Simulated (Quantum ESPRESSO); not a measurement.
# InP (F-43m) in Quantum ESPRESSO: further runs, part 2 of 2

Quantum ESPRESSO 7.5. The steps go on from the part before.

### 4 Single point, LDA, 23.66 Å³/atom

File pw.in:

```
&CONTROL
  calculation = 'scf'
  prefix = 'pwscf'
  outdir = './tmp'
  pseudo_dir = './pseudo'
  tprnfor = .true.
  tstress = .true.
  disk_io = 'nowf'
/
&SYSTEM
  ibrav = 0
  nat = 2
  ntyp = 2
  ecutwfc = 70
  nbnd = 15
  occupations = 'smearing'
  smearing = 'fd'
  degauss = 0.00367493
/
&ELECTRONS
  conv_thr = 4d-10
  electron_maxstep = 120
  mixing_beta = 0.5
/
ATOMIC_SPECIES
In   114.8180 In.upf
P     30.9738 P.upf
CELL_PARAMETERS angstrom
   0.0000000000    2.8706770916    2.8706770916
   2.8706770916    0.0000000000    2.8706770916
   2.8706770916    2.8706770916    0.0000000000
ATOMIC_POSITIONS crystal
In     0.0000000000    0.0000000000    0.0000000000
P      0.7500000000    0.7500000000    0.7500000000
K_POINTS automatic
8 8 8 0 0 0
```

Command:

```
$ OMP_NUM_THREADS=1 pw.x -in pw.in > pw.out
```

It took 31 s on 1 thread of Intel Xeon Platinum 8259CL at 2.50GHz (Skylake/Cascade Lake), shared host; peak memory 0.1 GiB.

It converged, with:

* Free energy: -1992.3793 eV
* Pressure: 3.3 GPa
* Band gap on the k mesh: 0.82 eV, direct

Caveat: spin-orbit coupling is left out, which moves the levels of the heavy elements.

### 5 Single point, LDA, 24.16 Å³/atom

Edit pw.in of step 4 so:

```diff
@@ -28,5 +28,5 @@
 CELL_PARAMETERS angstrom
-   0.0000000000    2.8706770916    2.8706770916
-   2.8706770916    0.0000000000    2.8706770916
-   2.8706770916    2.8706770916    0.0000000000
+   0.0000000000    2.8908937935    2.8908937935
+   2.8908937935    0.0000000000    2.8908937935
+   2.8908937935    2.8908937935    0.0000000000
 ATOMIC_POSITIONS crystal
```

Command:

```
$ OMP_NUM_THREADS=1 pw.x -in pw.in > pw.out
```

Run time: 30 s. Hardware: 1 thread of Intel Xeon Platinum 8259CL at 2.50GHz (Skylake/Cascade Lake), shared host; peak memory 0.1 GiB.

Results (log left out):

```yaml
Free_energy: -1992.3946 eV
Pressure: 1.6 GPa
Band_gap_on_the_k_mesh: 0.71 eV, direct
```

Caveat: spin-orbit coupling is left out, which moves the levels of the heavy elements.

### 6 Single point, LDA, 24.66 Å³/atom

Edit pw.in of step 5 so:

```diff
@@ -28,5 +28,5 @@
 CELL_PARAMETERS angstrom
-   0.0000000000    2.8908937935    2.8908937935
-   2.8908937935    0.0000000000    2.8908937935
-   2.8908937935    2.8908937935    0.0000000000
+   0.0000000000    2.9108316221    2.9108316221
+   2.9108316221    0.0000000000    2.9108316221
+   2.9108316221    2.9108316221    0.0000000000
 ATOMIC_POSITIONS crystal
```

Potentials or basis: PseudoDojo 0.4.1 SR LDA standard.

Command:

```
$ OMP_NUM_THREADS=1 pw.x -in pw.in > pw.out
```

It took 30 s on 1 thread of Intel Xeon Platinum 8259CL at 2.50GHz (Skylake/Cascade Lake), shared host; peak memory 0.1 GiB.

It converged, with:

* Free energy: -1992.3995 eV
* Pressure: 0.0 GPa
* Band gap on the k mesh: 0.60 eV, direct

Caveat: spin-orbit coupling is left out, which moves the levels of the heavy elements.

### 7 Single point, LDA, 25.17 Å³/atom

Edit pw.in of step 6 so:

```diff
@@ -28,5 +28,5 @@
 CELL_PARAMETERS angstrom
-   0.0000000000    2.9108316221    2.9108316221
-   2.9108316221    0.0000000000    2.9108316221
-   2.9108316221    2.9108316221    0.0000000000
+   0.0000000000    2.9305000000    2.9305000000
+   2.9305000000    0.0000000000    2.9305000000
+   2.9305000000    2.9305000000    0.0000000000
 ATOMIC_POSITIONS crystal
```

Command:

```
$ OMP_NUM_THREADS=1 pw.x -in pw.in > pw.out
```

Wall time 38 s (1 thread of Intel Xeon Platinum 8259CL at 2.50GHz (Skylake/Cascade Lake), shared host); peak memory 0.1 GiB.

It converged, with:

* Free energy: -1992.3953 eV
* Pressure: -1.3 GPa
* Band gap on the k mesh: 0.49 eV, direct

Caveat: spin-orbit coupling is left out, which moves the levels of the heavy elements.

### 8 Single point, LDA, 25.67 Å³/atom

Edit pw.in of step 7 so:

```diff
@@ -28,5 +28,5 @@
 CELL_PARAMETERS angstrom
-   0.0000000000    2.9305000000    2.9305000000
-   2.9305000000    0.0000000000    2.9305000000
-   2.9305000000    2.9305000000    0.0000000000
+   0.0000000000    2.9499078504    2.9499078504
+   2.9499078504    0.0000000000    2.9499078504
+   2.9499078504    2.9499078504    0.0000000000
 ATOMIC_POSITIONS crystal
```

Command:

```
$ OMP_NUM_THREADS=1 pw.x -in pw.in > pw.out
```

Run time: 39 s. Hardware: 1 thread of Intel Xeon Platinum 8259CL at 2.50GHz (Skylake/Cascade Lake), shared host; peak memory 0.1 GiB.

Results (log left out):

* Free energy: -1992.3829 eV
* Pressure: -2.6 GPa
* Band gap on the k mesh: 0.38 eV, direct

Caveat: spin-orbit coupling is left out, which moves the levels of the heavy elements.

### 9 Single point, LDA, 26.17 Å³/atom

Edit pw.in of step 8 so:

```diff
@@ -28,5 +28,5 @@
 CELL_PARAMETERS angstrom
-   0.0000000000    2.9499078504    2.9499078504
-   2.9499078504    0.0000000000    2.9499078504
-   2.9499078504    2.9499078504    0.0000000000
+   0.0000000000    2.9690636329    2.9690636329
+   2.9690636329    0.0000000000    2.9690636329
+   2.9690636329    2.9690636329    0.0000000000
 ATOMIC_POSITIONS crystal
```

Potentials or basis: PseudoDojo 0.4.1 SR LDA standard.

Command:

```
$ OMP_NUM_THREADS=1 pw.x -in pw.in > pw.out
```

Run time: 54 s. Hardware: 1 thread of Intel Xeon Platinum 8259CL at 2.50GHz (Skylake/Cascade Lake), shared host; peak memory 0.1 GiB.

The run converged. Its results:

```yaml
Free_energy: -1992.3633 eV
Pressure: -3.7 GPa
Band_gap_on_the_k_mesh: 0.27 eV, direct
```

Caveat: spin-orbit coupling is left out, which moves the levels of the heavy elements.

### 10 Single point, LDA, 26.68 Å³/atom

Edit pw.in of step 9 so:

```diff
@@ -28,5 +28,5 @@
 CELL_PARAMETERS angstrom
-   0.0000000000    2.9690636329    2.9690636329
-   2.9690636329    0.0000000000    2.9690636329
-   2.9690636329    2.9690636329    0.0000000000
+   0.0000000000    2.9879753761    2.9879753761
+   2.9879753761    0.0000000000    2.9879753761
+   2.9879753761    2.9879753761    0.0000000000
 ATOMIC_POSITIONS crystal
```

Command:

```
$ OMP_NUM_THREADS=1 pw.x -in pw.in > pw.out
```

It took 41 s on 1 thread of Intel Xeon Platinum 8259CL at 2.50GHz (Skylake/Cascade Lake), shared host; peak memory 0.1 GiB.

It converged, with:

| Property | Result |
| --- | --- |
| Free energy | -1992.3372 eV |
| Pressure | -4.6 GPa |
| Band gap on the k mesh | 0.17 eV, direct |

Caveat: spin-orbit coupling is left out, which moves the levels of the heavy elements.

### 11 Equation of state, LDA

This step only gathers the single runs of the series.

Results:

| Property | Result |
| --- | --- |
| Equilibrium volume | 24.67 Å³/atom |
| Bulk modulus | 71 GPa |
| Pressure derivative of the bulk modulus | 4.7 |

Energy against volume, from the lowest point:
```
volume (Å³/atom)  energy (meV/atom)
          23.657              10.11
          24.160               2.48
          24.663               0.00
          25.167               2.11
          25.670               8.30
          26.173              18.12
          26.677              31.17
```

### 12 Band structure, PBEsol

File pw.in:

```
&CONTROL
  calculation = 'scf'
  prefix = 'pwscf'
  outdir = './tmp'
  pseudo_dir = './pseudo'
  tprnfor = .true.
  tstress = .true.
  disk_io = 'low'
/
&SYSTEM
  ibrav = 0
  nat = 2
  ntyp = 2
  ecutwfc = 70
  nbnd = 15
  occupations = 'smearing'
  smearing = 'fd'
  degauss = 0.00367493
/
&ELECTRONS
  conv_thr = 4d-10
  electron_maxstep = 120
  mixing_beta = 0.5
/
ATOMIC_SPECIES
In   114.8180 In.upf
P     30.9738 P.upf
CELL_PARAMETERS angstrom
   0.0000000000    2.9305000000    2.9305000000
   2.9305000000    0.0000000000    2.9305000000
   2.9305000000    2.9305000000    0.0000000000
ATOMIC_POSITIONS angstrom
In     0.0000000000    0.0000000000    0.0000000000
P      4.3957500000    4.3957500000    4.3957500000
K_POINTS automatic
8 8 8 0 0 0
```

File bands.in:

```
&CONTROL
  calculation = 'bands'
  prefix = 'pwscf'
  outdir = './tmp'
  pseudo_dir = './pseudo'
  disk_io = 'low'
  verbosity = 'high'
/
&SYSTEM
  ibrav = 0
  nat = 2
  ntyp = 2
  ecutwfc = 70
  nbnd = 15
  occupations = 'smearing'
  smearing = 'fd'
  degauss = 0.00367493
/
&ELECTRONS
  conv_thr = 1d-08
  electron_maxstep = 120
  mixing_beta = 0.5
  diago_full_acc = .true.
/
ATOMIC_SPECIES
In   114.8180 In.upf
P     30.9738 P.upf
CELL_PARAMETERS angstrom
   0.0000000000    2.9305000000    2.9305000000
   2.9305000000    0.0000000000    2.9305000000
   2.9305000000    2.9305000000    0.0000000000
ATOMIC_POSITIONS angstrom
In     0.0000000000    0.0000000000    0.0000000000
P      4.3957500000    4.3957500000    4.3957500000
K_POINTS crystal
60
 0.0000000000  0.0000000000  0.0000000000 1
 0.0625000000  0.0000000000  0.0625000000 1
 0.1250000000  0.0000000000  0.1250000000 1
 0.1875000000  0.0000000000  0.1875000000 1
 0.2500000000  0.0000000000  0.2500000000 1
 0.3125000000  0.0000000000  0.3125000000 1
 0.3750000000  0.0000000000  0.3750000000 1
 0.4375000000  0.0000000000  0.4375000000 1
 0.5000000000  0.0000000000  0.5000000000 1
 0.5000000000  0.0625000000  0.5625000000 1
 0.5000000000  0.1250000000  0.6250000000 1
 0.5000000000  0.1875000000  0.6875000000 1
 0.5000000000  0.2500000000  0.7500000000 1
 0.4375000000  0.3125000000  0.7500000000 1
 0.3750000000  0.3750000000  0.7500000000 1
 0.3375000000  0.3375000000  0.6750000000 1
 0.3000000000  0.3000000000  0.6000000000 1
 0.2625000000  0.2625000000  0.5250000000 1
 0.2250000000  0.2250000000  0.4500000000 1
 0.1875000000  0.1875000000  0.3750000000 1
 0.1500000000  0.1500000000  0.3000000000 1
 0.1125000000  0.1125000000  0.2250000000 1
 0.0750000000  0.0750000000  0.1500000000 1
 0.0375000000  0.0375000000  0.0750000000 1
 0.0000000000  0.0000000000  0.0000000000 1
 0.0625000000  0.0625000000  0.0625000000 1
 0.1250000000  0.1250000000  0.1250000000 1
 0.1875000000  0.1875000000  0.1875000000 1
 0.2500000000  0.2500000000  0.2500000000 1
 0.3125000000  0.3125000000  0.3125000000 1
 0.3750000000  0.3750000000  0.3750000000 1
 0.4375000000  0.4375000000  0.4375000000 1
 0.5000000000  0.5000000000  0.5000000000 1
 0.5250000000  0.4500000000  0.5250000000 1
 0.5500000000  0.4000000000  0.5500000000 1
 0.5750000000  0.3500000000  0.5750000000 1
 0.6000000000  0.3000000000  0.6000000000 1
 0.6250000000  0.2500000000  0.6250000000 1
 0.5833333333  0.2500000000  0.6666666667 1
 0.5416666667  0.2500000000  0.7083333333 1
 0.5000000000  0.2500000000  0.7500000000 1
 0.5000000000  0.2857142857  0.7142857143 1
 0.5000000000  0.3214285714  0.6785714286 1
 0.5000000000  0.3571428571  0.6428571429 1
 0.5000000000  0.3928571429  0.6071428571 1
 0.5000000000  0.4285714286  0.5714285714 1
 0.5000000000  0.4642857143  0.5357142857 1
 0.5000000000  0.5000000000  0.5000000000 1
 0.4821428571  0.4821428571  0.5357142857 1
 0.4642857143  0.4642857143  0.5714285714 1
 0.4464285714  0.4464285714  0.6071428571 1
 0.4285714286  0.4285714286  0.6428571429 1
 0.4107142857  0.4107142857  0.6785714286 1
 0.3928571429  0.3928571429  0.7142857143 1
 0.3750000000  0.3750000000  0.7500000000 1
 0.6250000000  0.2500000000  0.6250000000 1
 0.5937500000  0.1875000000  0.5937500000 1
 0.5625000000  0.1250000000  0.5625000000 1
 0.5312500000  0.0625000000  0.5312500000 1
 0.5000000000  0.0000000000  0.5000000000 1
```

Potentials or basis: PseudoDojo 0.4.1 SR PBEsol standard.

Command:

```
$ OMP_NUM_THREADS=1 pw.x -in pw.in > pw.out
$ OMP_NUM_THREADS=1 pw.x -in bands.in > bands.out
```

Run time: 1.8 min. Hardware: 1 thread of Intel Xeon Platinum 8259CL at 2.50GHz (Skylake/Cascade Lake), shared host; peak memory 0.1 GiB.

Results (log left out):

| Quantity | Value |
| --- | --- |
| Free energy | -1992.7949 eV |
| Pressure | 0.7 GPa |
| Band gap on the k mesh | 0.61 eV, direct |
| Band gap along the path | 0.61 eV, direct |

Levels at the corners of the path, in eV from the valence-band top:
| point | band 7 | band 8 | band 9 | band 10 | band 11 | band 12 |
| --- | --- | --- | --- | --- | --- | --- |
| Γ | 0.00 | 0.00 | 0.00 | 0.61 | 4.02 | 4.02 |
| X | -5.81 | -2.35 | -2.35 | 1.63 | 2.16 | 9.11 |
| W | -5.66 | -3.00 | -2.96 | 4.20 | 4.34 | 5.48 |
| K | -5.67 | -3.36 | -1.96 | 2.25 | 4.32 | 7.43 |
| Γ | 0.00 | 0.00 | 0.00 | 0.61 | 4.02 | 4.02 |
| L | -5.80 | -0.98 | -0.98 | 1.40 | 4.73 | 4.73 |
| U | -5.67 | -3.36 | -1.96 | 2.25 | 4.32 | 7.43 |
| W | -5.66 | -3.00 | -2.96 | 4.20 | 4.34 | 5.48 |
| L | -5.80 | -0.98 | -0.98 | 1.40 | 4.73 | 4.73 |
| K | -5.67 | -3.36 | -1.96 | 2.25 | 4.32 | 7.43 |
| U | -5.67 | -3.36 | -1.96 | 2.25 | 4.32 | 7.43 |
| X | -5.81 | -2.35 | -2.35 | 1.63 | 2.16 | 9.11 |

Caveat: spin-orbit coupling is left out, which moves the levels of the heavy elements.

### 13 Summary

```csv
task,level,potentials or basis,spin,form of the LDA correlation,gap on the mesh (eV),pressure (GPa)
band structure,PBE,PseudoDojo 0.4 FR PBE standard,"SOC, no magnetisation",-,0.68,3.4
band structure,LDA,PseudoDojo 0.4.1 SR LDA standard,off,PW92,0.49,-1.3
equation of state,LDA,PseudoDojo 0.4.1 SR LDA standard,off,PW92,-,-
band structure,PBEsol,PseudoDojo 0.4.1 SR PBEsol standard,off,-,0.61,0.7
```

Alike in all rows: cell as given; k mesh 8 × 8 × 8; cutoff (eV) 952; smearing fermi-dirac 0.05 eV.

Caveats: spin-orbit coupling is left out, which moves the levels of the heavy elements (some runs).

Total energies depend on the potentials used, so only differences within one code and one set of settings carry meaning.

### 14 How close it comes

Step 2. Against the measured gap of InP, 1.4236 eV (direct; 1.6 K; a printed reference work, data compilation), the calculated 0.68 eV is off by -0.74 eV. The value is that of PBE, without temperature or zero-point motion. Semilocal functionals fall short of measured gaps as a rule.

Step 3. Against the measured gap of InP, 1.4236 eV (direct; 1.6 K; a printed reference work, data compilation), the calculated 0.49 eV is off by -0.94 eV. Spin-orbit coupling on In is left out. The value is that of LDA, without temperature or zero-point motion. Semilocal functionals fall short of measured gaps as a rule.

Step 11. Against the measured bulk modulus of InP, 71 GPa (a printed reference work, data compilation), the calculated 71 GPa is off by +0.4 %. The fit is for a static lattice scaled at fixed shape and fixed fractional positions.

Step 12. Measured gap of InP: 1.4236 eV (direct; 1.6 K; a printed reference work, data compilation). This calculation gives 0.61 eV (-0.81 eV). Spin-orbit coupling on In is left out. The value is that of PBEsol, without temperature or zero-point motion. Semilocal functionals fall short of measured gaps as a rule.
